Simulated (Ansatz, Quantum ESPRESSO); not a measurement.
# AlAs (F-43m): Raman and infrared activity

Wanted: vibrational spectra of AlAs (F-43m) from linear and non-linear response.

Calculated with Quantum ESPRESSO 8.0 development, patched; DFT LDA, scalar-relativistic, plane waves, PseudoDojo norm-conserving pseudopotentials.

### 1. The structure

The structure is cubic, space group F-43m (No. 216). Conventional cell: a = 5.661 Å, b = 5.661 Å, c = 5.661 Å, α = 90.00°, β = 90.00°, γ = 90.00°. Al has 4 As at 2.45 Å nearest. As has 4 Al at 2.45 Å nearest. Farther neighbours are not listed.

### 2. A probe with smearing

A cheap run with smearing and empty bands tells whether the crystal has a gap, which decides between fixed occupations and smearing later on.

Input file probe.in:

```
 &control
    calculation='scf',
    prefix='x',
    outdir='./tmp',
    pseudo_dir='./pseudo',
    tprnfor=.true.,
    tstress=.true.,
    verbosity='high',
 /
 &system
    ibrav=0,
    nat=2,
    ntyp=2,
    ecutwfc=80.0,
    occupations='smearing',
    smearing='gaussian',
    degauss=0.01,
 /
 &electrons
    conv_thr=1.0d-07,
    mixing_beta=0.7,
    electron_maxstep=100,
 /
ATOMIC_SPECIES
 Al     26.9815  Al.upf
 As     74.9216  As.upf
CELL_PARAMETERS angstrom
    -2.830400000    0.000000000    2.830400000
     0.000000000    2.830400000    2.830400000
    -2.830400000    2.830400000    0.000000000
ATOMIC_POSITIONS crystal
 Al     0.000000000   0.000000000   0.000000000
 As     0.250000000   0.250000000   0.250000000
K_POINTS automatic
 6 6 6 0 0 0
```

The run is started by

```
OMP_NUM_THREADS=1 mpirun -n 4 pw.x -nk 4 -in probe.in > probe.out
```

What it wrote:

```text
[banners, grids, parts of the stress and lines that vanish by symmetry left out]
Program PWSCF v.8.0dev
     Message from routine setup:
     using ibrav=0 with symmetry is DISCOURAGED, use correct ibrav instead
[...]
kinetic-energy cutoff     =      80.0000  Ry
     charge density cutoff     =     320.0000  Ry
     scf convergence threshold =      1.0E-07
[...]
Exchange-correlation= SLA-PW-NOGX-NOGC
                           (   1   4   0   0   0   0   0)
[...]
24 Sym. Ops. (no inversion) found
[...]
(     0          1          0      )
                  (     0          0          1      )
[...]
(  0.0000000  1.0000000  0.0000000 )
                  ( -0.0000000 -0.0000000  1.0000000 )
[...]
(     1          0         -1      )
                  (     0          0         -1      )
[...]
(  0.0000000  1.0000000  0.0000000 )
[...]
(    -1          0          1      )
                  (    -1          0          0      )
[...]
( -0.0000000 -0.0000000  1.0000000 )
                  (  0.0000000 -1.0000000 -0.0000000 )
[...]
number of k points=    16  Gaussian smearing, width (Ry)=  0.0100
[...]
End of self-consistent calculation
[...]
the Fermi energy is     6.8684 ev
!    total energy              =    -216.74324414 Ry
[...]
convergence has been achieved in   6 iterations
[...]
atom    1 type  1   force =    -0.00000000   -0.00000000   -0.00000000
     atom    2 type  2   force =     0.00000000   -0.00000000    0.00000000
[...]
Total force =     0.000000     Total SCF correction =     0.000000
[...]
total   stress  (Ry/bohr**3)                   (kbar)     P=      -15.22
[...]
XML data file, charge density, pseudopotentials, collected wavefunctions

   JOB DONE.
```

The job ended after 4.2 s (4 MPI ranks of Arm Neoverse V1, shared host; 16 s of CPU time).

This step gave:

| Quantity | Value |
| --- | --- |
| volume per atom | 22.67 Å³ |
| pressure | -1.522 GPa |
| gap on the k-mesh | 1.349 eV |

A gap of 1.3 eV opens on this mesh, so the crystal is taken as an insulator; the start stands at -1.5 GPa.

### 3. Relaxing the cell and atoms

The relaxation runs at a cutoff a fifth above that of the response, since stress converges more slowly with the basis than frequencies do. Forces and stress are brought to rest with tight thresholds.

Input file relax.in:

```
 &control
    calculation='vc-relax',
    prefix='x',
    outdir='./tmp',
    pseudo_dir='./pseudo',
    tprnfor=.true.,
    tstress=.true.,
    forc_conv_thr=2.0d-05,
    etot_conv_thr=1.0d-07,
    nstep=40,
 /
 &system
    ibrav=0,
    nat=2,
    ntyp=2,
    ecutwfc=96,
    occupations='fixed',
    nbnd=11,
 /
 &electrons
    conv_thr=1.0d-11,
    mixing_beta=0.7,
    electron_maxstep=100,
 /
 &ions
 /
 &cell
    press_conv_thr=0.2,
 /
ATOMIC_SPECIES
 Al     26.9815  Al.upf
 As     74.9216  As.upf
CELL_PARAMETERS angstrom
    -2.830400000    0.000000000    2.830400000
     0.000000000    2.830400000    2.830400000
    -2.830400000    2.830400000    0.000000000
ATOMIC_POSITIONS crystal
 Al     0.000000000   0.000000000   0.000000000
 As     0.250000000   0.250000000   0.250000000
K_POINTS automatic
 8 8 8 0 0 0
```

The run is started by

```
OMP_NUM_THREADS=1 mpirun -n 4 pw.x -nk 4 -in relax.in > relax.out
```

What it wrote:

```text
[banners, grids, parts of the stress and lines that vanish by symmetry left out]
[banner, memory and clock lines left out]
Program PWSCF v.8.0dev

[...]
kinetic-energy cutoff     =      96.0000  Ry
     charge density cutoff     =     384.0000  Ry
     scf convergence threshold =      1.0E-11
[...]
energy convergence thresh.=      1.0E-07
     force convergence thresh. =      2.0E-05
     press convergence thresh. =      2.0E-01
     Exchange-correlation= SLA-PW-NOGX-NOGC
                           (   1   4   0   0   0   0   0)
[...]
24 Sym. Ops. (no inversion) found
[...]
number of k points=    29
[...]
c_bands: 1 eigenvalues not converged on the other pools
[...]
End of self-consistent calculation
[...]
highest occupied, lowest unoccupied level (ev):     6.2476    7.6013
!    total energy              =    -216.74421459 Ry
[...]
convergence has been achieved in  10 iterations
[...]
atom    1 type  1   force =     0.00000000    0.00000000    0.00000000
     atom    2 type  2   force =    -0.00000000    0.00000000   -0.00000000
     Total force =     0.000000     Total SCF correction =     0.000000
[...]
total   stress  (Ry/bohr**3)                   (kbar)     P=      -14.12
[...]
number of bfgs steps    =   0
[...]
CELL_PARAMETERS (angstrom)
[...]
ATOMIC_POSITIONS (crystal)
Al               0.0000000000        0.0000000000        0.0000000000
As               0.2500000000        0.2500000000        0.2500000000
[...]
New effective cutoffs (rho, wfc):  385.48   96.46
[...]
End of self-consistent calculation
[...]
highest occupied, lowest unoccupied level (ev):     6.3271    7.6690
!    total energy              =    -216.74438779 Ry
[...]
convergence has been achieved in   5 iterations
[...]
atom    1 type  1   force =    -0.00000000   -0.00000000   -0.00000000
     atom    2 type  2   force =    -0.00000000    0.00000000    0.00000000
     Total force =     0.000000     Total SCF correction =     0.000000
[...]
total   stress  (Ry/bohr**3)                   (kbar)     P=       -9.04
[...]
number of bfgs steps    =   1
[...]
CELL_PARAMETERS (angstrom)
[...]
ATOMIC_POSITIONS (crystal)
Al               0.0000000000       -0.0000000000        0.0000000000
As               0.2500000000        0.2500000000        0.2500000000
[...]
New effective cutoffs (rho, wfc):  388.27   97.16
[...]
End of self-consistent calculation
[...]
highest occupied, lowest unoccupied level (ev):     6.4477    7.7717
!    total energy              =    -216.74450147 Ry
[...]
convergence has been achieved in   7 iterations
[...]
atom    1 type  1   force =    -0.00000000    0.00000000   -0.00000000
     atom    2 type  2   force =     0.00000000   -0.00000000    0.00000000
     Total force =     0.000000     Total SCF correction =     0.000000
[...]
total   stress  (Ry/bohr**3)                   (kbar)     P=       -1.09
[...]
number of bfgs steps    =   2
[...]
CELL_PARAMETERS (angstrom)
[...]
ATOMIC_POSITIONS (crystal)
[...]
New effective cutoffs (rho, wfc):  388.66   97.25
[...]
End of self-consistent calculation
[...]
highest occupied, lowest unoccupied level (ev):     6.4643    7.7859
!    total energy              =    -216.74450310 Ry
[...]
convergence has been achieved in   7 iterations
[...]
atom    1 type  1   force =     0.00000000    0.00000000   -0.00000000
     atom    2 type  2   force =     0.00000000    0.00000000   -0.00000000
     Total force =     0.000000     Total SCF correction =     0.000000
[...]
total   stress  (Ry/bohr**3)                   (kbar)     P=        0.02
[...]
number of bfgs steps    =   3
[...]
small trust_radius: resetting bfgs history
[...]
CELL_PARAMETERS (angstrom)
[...]
ATOMIC_POSITIONS (crystal)
[...]
New effective cutoffs (rho, wfc):  388.65   97.25
[...]
End of self-consistent calculation
[...]
highest occupied, lowest unoccupied level (ev):     6.4641    7.7857
!    total energy              =    -216.74450310 Ry
[...]
convergence has been achieved in   3 iterations
[...]
atom    1 type  1   force =    -0.00000000    0.00000000   -0.00000000
     atom    2 type  2   force =     0.00000000    0.00000000    0.00000000
     Total force =     0.000000     Total SCF correction =     0.000000
[...]
total   stress  (Ry/bohr**3)                   (kbar)     P=        0.01
[...]
bfgs converged in   5 scf cycles and   4 bfgs steps
[...]
End of BFGS Geometry Optimization
     Final enthalpy           =    -216.7445030962 Ry
     File ./tmp/x.bfgs deleted, as requested
[...]
CELL_PARAMETERS (angstrom)
[...]
ATOMIC_POSITIONS (crystal)
Al              -0.0000000000       -0.0000000000        0.0000000000
As               0.2500000000        0.2500000000        0.2500000000
[...]
Final scf calculation at the relaxed structure.
[...]
kinetic-energy cutoff     =      96.0000  Ry
     charge density cutoff     =     384.0000  Ry
     scf convergence threshold =      1.0E-13
[...]
press convergence thresh. =      2.0E-01
     Exchange-correlation= SLA-PW-NOGX-NOGC
                           (   1   4   0   0   0   0   0)
[...]
24 Sym. Ops. (no inversion) found
[...]
number of k points=    29
[...]
c_bands: 1 eigenvalues not converged on the other pools
[...]
End of self-consistent calculation
[...]
highest occupied, lowest unoccupied level (ev):     6.4642    7.7857
!    total energy              =    -216.74449808 Ry
[...]
convergence has been achieved in  11 iterations
[...]
atom    1 type  1   force =     0.00000000   -0.00000000    0.00000000
     atom    2 type  2   force =    -0.00000000    0.00000000   -0.00000000
     Total force =     0.000000     Total SCF correction =     0.000000
[...]
total   stress  (Ry/bohr**3)                   (kbar)     P=       -0.00
[...]
XML data file, charge density, pseudopotentials, collected wavefunctions
```

Elapsed: 40 s, on 4 MPI ranks.

Relaxation path:

```
step  energy less that of the first step (eV)  largest force (eV/Å)  pressure (GPa)  volume (Å³)
   1                                   0.0000                0.0000           -1.41        45.35
   2                                  -0.0024                0.0000           -0.90        45.02
   3                                  -0.0039                0.0000           -0.11        44.54
   4                                  -0.0039                0.0000            0.00        44.47
   5                                  -0.0039                0.0000            0.00        44.47
   6                                  -0.0039                0.0000            0.00        44.47
```

```
conventional cell, symmetrised  before  after  change
                         a (Å)   5.661  5.624  -0.6 %
                         b (Å)   5.661  5.624  -0.6 %
                         c (Å)   5.661  5.624  -0.6 %
              volume (Å³/atom)   22.67  22.24  -1.9 %
```

Final coordinates:

```
Al As
1.0
    -2.81204    0.00000    2.81204
     0.00000    2.81204    2.81204
    -2.81204    2.81204    0.00000
Al As
1 1
Direct
  0.00000 0.00000 0.00000
  0.25000 0.25000 0.25000
```

The last row of the table of steps is pw.x's closing run on a basis chosen anew for the final cell, so its energy can jump.

Numbers from this step:

```
volume per atom   : 22.24 Å³
pressure          : 0 GPa
gap on the k-mesh : 1.322 eV
```

The volume changes by -1.9 % from the cell with which this run began.

### 4. Ground state

Perturbation theory inherits every error of the wavefunctions, so the threshold is set near the limit of the arithmetic. With a gap, occupations are fixed, which also allows the response to an electric field.

Input file scf.in:

```
 &control
    calculation='scf',
    prefix='x',
    outdir='./tmp',
    pseudo_dir='./pseudo',
    tprnfor=.true.,
    tstress=.true.,
 /
 &system
    ibrav=0,
    nat=2,
    ntyp=2,
    ecutwfc=80.0,
    occupations='fixed',
    nbnd=11,
 /
 &electrons
    conv_thr=1.0d-12,
    mixing_beta=0.7,
    electron_maxstep=100,
 /
ATOMIC_SPECIES
 Al     26.9815  Al.upf
 As     74.9216  As.upf
CELL_PARAMETERS angstrom
    -2.812041434    0.000000000    2.812041434
     0.000000000    2.812041434    2.812041434
    -2.812041434    2.812041434    0.000000000
ATOMIC_POSITIONS crystal
 Al     0.000000000   0.000000000   0.000000000
 As     0.250000000   0.250000000   0.250000000
K_POINTS automatic
 8 8 8 0 0 0
```

The run is started by

```
OMP_NUM_THREADS=1 mpirun -n 4 pw.x -nk 4 -in scf.in > scf.out
```

What it wrote:

```text
[banners, grids, parts of the stress and lines that vanish by symmetry left out]
[banner, memory and clock lines left out]
Program PWSCF v.8.0dev

[...]
kinetic-energy cutoff     =      80.0000  Ry
     charge density cutoff     =     320.0000  Ry
     scf convergence threshold =      1.0E-12
[...]
Exchange-correlation= SLA-PW-NOGX-NOGC
                           (   1   4   0   0   0   0   0)
[...]
24 Sym. Ops. (no inversion) found
[...]
number of k points=    29
[...]
End of self-consistent calculation
[...]
highest occupied, lowest unoccupied level (ev):     6.4643    7.7859
!    total energy              =    -216.74436447 Ry
[...]
convergence has been achieved in  10 iterations
[...]
atom    1 type  1   force =     0.00000000    0.00000000    0.00000000
     atom    2 type  2   force =     0.00000000    0.00000000   -0.00000000
     Total force =     0.000000     Total SCF correction =     0.000000
[...]
total   stress  (Ry/bohr**3)                   (kbar)     P=       -1.20
[...]
XML data file, charge density, pseudopotentials, collected wavefunctions
```

Elapsed: 8.5 s, on 4 MPI ranks; 33 s of CPU time.

This step gave:

| Item | Value |
| --- | --- |
| pressure | -0.12 GPa |

The cell stands at -0.12 GPa, close enough for phonons.

(Part 1 of 3 ends here.)

[Host names and launcher messages were left out of these logs when they were recorded.]

[Logs are printed without paths, hosts, clocks, repeated set-up lines and the standing remarks that a program may print on its own settings, such as how far it seeks lower states.]

[Hosts, paths, dates, database ids (printed as entryN), source tags and the programs' standing remarks are cut or masked in the printed files.]
